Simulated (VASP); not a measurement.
VASP 6.6.1, PBE single-point calculation, CdF2 (strained fluorite)

INCAR

```
NELM = 120
ISMEAR = -1
EDIFF = 1E-7
LCHARG = .TRUE.
LREAL = .FALSE.
NBANDS = 20
IBRION = -1
GGA = PE
LELF = .TRUE.
LASPH = .TRUE.
ISIF = 2
ENCUT = 520
NSW = 0
SIGMA = 0.02
PREC = Accurate
LWAVE = .FALSE.
```

KPOINTS

```
KPOINTS created by Atomic Simulation Environment
0
Gamma
8 8 8
0 0 0
```

KPOINTS_OPT

```
special points
7
Reciprocal
0.0000000000 0.0000000000 0.0000000000 1
0.5000000000 0.0000000000 0.5000000000 1
0.6250000000 0.2500000000 0.6250000000 1
0.3750000000 0.3750000000 0.7500000000 1
0.5000000000 0.5000000000 0.5000000000 1
0.5000000000 0.2500000000 0.7500000000 1
0.2500000000 -0.4895830000 -0.2395830000 1
```

POSCAR

```
Cd F
 1.0000000000000000
    -0.0673544420000000    2.6941776810000002    2.6941776810000002
     2.6941776810000002   -0.0673544420000000    2.6941776810000002
     2.6268232390000001    2.6268232390000001    0.0000000000000000
 Cd  F
   1   2
Cartesian
 -0.0000000000000000  0.0000000000000000  0.0000000000000000
  1.3134116194999998  1.3134116194999998  1.3623265339827451
  3.9402348585000002  3.9402348585000002  4.0260288280172549
```

VASP ran with the recommended PBE PAW datasets (26 valence electrons in the cell).

Command

```
mpirun -np 1 vasp_std
```

From OUTCAR

```
k-points           NKPTS =     95   k-points in BZ     NKDIM =     95   number of bands    NBANDS=     20

   NELECT =      26.0000    total number of electrons

   dimension x,y,z NGX =    28 NGY =   28 NGZ =   28
   dimension x,y,z NGXF=    56 NGYF=   56 NGZF=   56

  energy-cutoff  :      520.00
  volume of cell :       39.09
      direct lattice vectors                 reciprocal lattice vectors
    -0.067354442  2.694177681  2.694177681    -0.181058911  0.181058911  0.185585384
     2.694177681 -0.067354442  2.694177681     0.181058911 -0.181058911  0.185585384
     2.626823239  2.626823239  0.000000000     0.190343984  0.190343984 -0.185585384

 k-points in reciprocal lattice and weights: KPOINTS created by Atomic Simulation Env
   0.00000000  0.00000000  0.00000000       0.002
   0.12500000  0.00000000  0.00000000       0.008
   0.25000000  0.00000000  0.00000000       0.008
   0.37500000  0.00000000  0.00000000       0.008
   0.50000000  0.00000000  0.00000000       0.004
   0.12500000  0.12500000  0.00000000       0.004
   0.25000000  0.12500000  0.00000000       0.008
   0.37500000  0.12500000  0.00000000       0.008
   ...

 E-fermi :  -0.7744

 k-point     1 :       0.0000    0.0000    0.0000
  band No.  band energies     occupation
      1     -22.1184      2.00000
      2     -21.0141      2.00000
      3      -6.9399      2.00000
      4      -6.9314      2.00000
      5      -6.9094      2.00000
      6      -5.7170      2.00000
      7      -5.7160      2.00000
      8      -2.3459      2.00000
      9      -2.2839      2.00000
     10      -2.2162      2.00000
     11      -1.8989      2.00000
     12      -1.8217      2.00000
     13      -1.7125      2.00000
     14       1.7650      0.00000
     15      10.9510      0.00000
     16      11.4176      0.00000
     17      11.8690      0.00000
     18      16.3342      0.00000
     19      18.5906      0.00000
     20      18.6216      0.00000

 k-point     2 :       0.1250    0.0000    0.0000
  band No.  band energies     occupation
      1     -22.0698      2.00000
      2     -21.0580      2.00000
      3      -6.8860      2.00000
      4      -6.8705      2.00000
      5      -6.7534      2.00000
      6      -5.7326      2.00000
      7      -5.7295      2.00000
      8      -2.7307      2.00000
      9      -2.4373      2.00000
     10      -2.3906      2.00000
     11      -1.9672      2.00000
     12      -1.7887      2.00000
     13      -1.7086      2.00000
     14       2.3248      0.00000
     15      10.4463      0.00000
     16      11.5186      0.00000
     17      12.0805      0.00000
     18      17.2963      0.00000
     19      18.1860      0.00000
     20      18.3383      0.00000

 k-point     3 :       0.2500    0.0000    0.0000
  band No.  band energies     occupation
      1     -21.9377      2.00000
      2     -21.1779      2.00000
      3      -6.7615      2.00000
      4      -6.7418      2.00000
      5      -6.3165      2.00000
      6      -5.7464      2.00000
      7      -5.7369      2.00000
      8      -3.4638      2.00000
      9      -2.6949      2.00000
     10      -2.6911      2.00000
     11      -2.4459      2.00000
     12      -1.7358      2.00000
     13      -1.6846      2.00000
     14       3.5901      0.00000
     15       9.3746      0.00000
     16      12.1015      0.00000
     17      12.6255      0.00000
     18      17.4786      0.00000
     19      17.8375      0.00000
     20      18.2467      0.00000

 k-point     4 :       0.3750    0.0000    0.0000
  band No.  band energies     occupation
      1     -21.7534      2.00000
      2     -21.3476      2.00000
      3      -6.6563      2.00000
      4      -6.6318      2.00000
      5      -5.7633      2.00000
      6      -5.7058      2.00000
      7      -5.6881      2.00000
      8      -3.9700      2.00000
      9      -3.1439      2.00000
     10      -3.0022      2.00000
     11      -2.9896      2.00000
     12      -1.6879      2.00000
     13      -1.6511      2.00000
     14       4.9790      0.00000
     15       8.3564      0.00000
     16      12.8087      0.00000
     17      13.2331      0.00000
     18      16.9237      0.00000
     19      17.4767      0.00000
     20      17.7933      0.00000

 k-point     5 :       0.5000    0.0000    0.0000
  band No.  band energies     occupation
      1     -21.5759      2.00000
      2     -21.5183      2.00000
      3      -6.6224      2.00000
      4      -6.5959      2.00000
      5      -5.6663      2.00000
      6      -5.6431      2.00000
      7      -5.4605      2.00000
      8      -4.0955      2.00000
      9      -3.5487      2.00000
     10      -3.1540      2.00000
     11      -3.1291      2.00000
     12      -1.6697      2.00000
     13      -1.6362      2.00000
     14       5.7691      0.00000
     15       7.7530      0.00000
     16      13.1502      0.00000
     17      13.5092      0.00000
     18      16.6990      0.00000
     19      17.3523      0.00000
     20      17.4575      0.00000

 k-point     6 :       0.1250    0.1250    0.0000
  band No.  band energies     occupation
      1     -22.0531      2.00000
      2     -21.0713      2.00000
      3      -6.8580      2.00000
      4      -6.8179      2.00000
      5      -6.7231      2.00000
      6      -5.7967      2.00000
      7      -5.6993      2.00000
      8      -2.8561      2.00000
      9      -2.5402      2.00000
     10      -2.5025      2.00000
     11      -1.8196      2.00000
     12      -1.8191      2.00000
     13      -1.7001      2.00000
     14       2.4919      0.00000
     15      10.5633      0.00000
     16      11.2223      0.00000
     17      12.1321      0.00000
     18      16.8869      0.00000
     19      18.3093      0.00000
     20      18.7715      0.00000

 k-point     7 :       0.2500    0.1250    0.0000
  band No.  band energies     occupation
      1     -21.9513      2.00000
      2     -21.1612      2.00000
      3      -6.7422      2.00000
      4      -6.6982      2.00000
      5      -6.3843      2.00000
      6      -5.8789      2.00000
      7      -5.6853      2.00000
      8      -3.4623      2.00000
      9      -2.8205      2.00000
     10      -2.8165      2.00000
     11      -1.9756      2.00000
     12      -1.7853      2.00000
     13      -1.6531      2.00000
     14       3.4650      0.00000
     15       9.6472      0.00000
     16      11.7364      0.00000
     17      12.5234      0.00000
     18      15.9948      0.00000
     19      18.6412      0.00000
     20      19.5348      0.00000

 k-point     8 :       0.3750    0.1250    0.0000
  band No.  band energies     occupation
      1     -21.7907      2.00000
      2     -21.3053      2.00000
      3      -6.6186      2.00000
      4      -6.5803      2.00000
      5      -5.8933      2.00000
      6      -5.8693      2.00000
      7      -5.6535      2.00000
      8      -4.0341      2.00000
      9      -3.2270      2.00000
     10      -3.1242      2.00000
     11      -2.3990      2.00000
     12      -1.7503      2.00000
     13      -1.6056      2.00000
     14       4.7795      0.00000
     15       8.7259      0.00000
     16      12.2973      0.00000
     17      13.0632      0.00000
     18      15.2237      0.00000
     19      18.2457      0.00000
     20      19.6104      0.00000

 k-point     9 :       0.5000    0.1250    0.0000
  band No.  band energies     occupation
      1     -21.6076      2.00000
      2     -21.4783      2.00000
      3      -6.5530      2.00000
      4      -6.5521      2.00000
      5      -5.7580      2.00000
      6      -5.6504      2.00000
      7      -5.5132      2.00000
      8      -4.3301      2.00000
      9      -3.4922      2.00000
     10      -3.2581      2.00000
     11      -2.8163      2.00000
     12      -1.7175      2.00000
     13      -1.5920      2.00000
     14       5.8195      0.00000
     15       8.0354      0.00000
     16      12.4947      0.00000
     17      13.4797      0.00000
     18      15.0055      0.00000
     19      17.7770      0.00000
     20      19.3647      0.00000

 k-point    10 :      -0.3750    0.1250    0.0000
  band No.  band energies     occupation
      1     -21.6735      2.00000
      2     -21.4163      2.00000
      3      -6.5909      2.00000
      4      -6.5587      2.00000
      5      -5.7411      2.00000
      6      -5.6868      2.00000
      7      -5.6014      2.00000
      8      -4.3105      2.00000
      9      -3.2739      2.00000
     10      -3.1059      2.00000
     11      -2.9321      2.00000
     12      -1.7108      2.00000
     13      -1.6158      2.00000
     14       5.5048      0.00000
     15       8.3065      0.00000
     16      12.2476      0.00000
     17      13.4916      0.00000
     18      15.5575      0.00000
     19      17.3407      0.00000
     20      19.4004      0.00000

 ...

  Total        1.5507781      1.5507781      1.5553779      0.3146936      0.0000000      0.0000000
  in kB       63.5657315     63.5657315     63.7542757     12.8991555      0.0000000      0.0000000
  external PRESSURE =      63.6285795 kB  Pullay stress =       0.0000000 kB

 POSITION                                       TOTAL-FORCE (eV/Angst)
 -----------------------------------------------------------------------------------
      0.00000      0.00000      0.00000         0.000000     -0.000000     -0.000000
      1.31341      1.31341      1.36233         0.000000      0.000000      0.033313
      3.94023      3.94023      4.02603        -0.000000     -0.000000     -0.033313
 -----------------------------------------------------------------------------------
    total drift:                                0.000000      0.000000      0.000000

  FREE ENERGIE OF THE ION-ELECTRON SYSTEM (eV)
  ---------------------------------------------------
  free  energy   TOTEN  =       -10.8513493922 eV

  energy  without entropy=      -10.8513493922  energy(sigma->0) =      -10.85134939
```

```yaml
gap_between_bands_v_and_c: 3.07 eV
least_direct_gap: 3.48 eV
pressure: 6.4 GPa
largest_force: 0.03 eV/Å
```

Band v is the last that the valence electrons fill when counted band by band, and c is the next.

The run took about 54 s on one core of a shared host (Intel Xeon Platinum 8488C) and held 0.24 GiB at most.
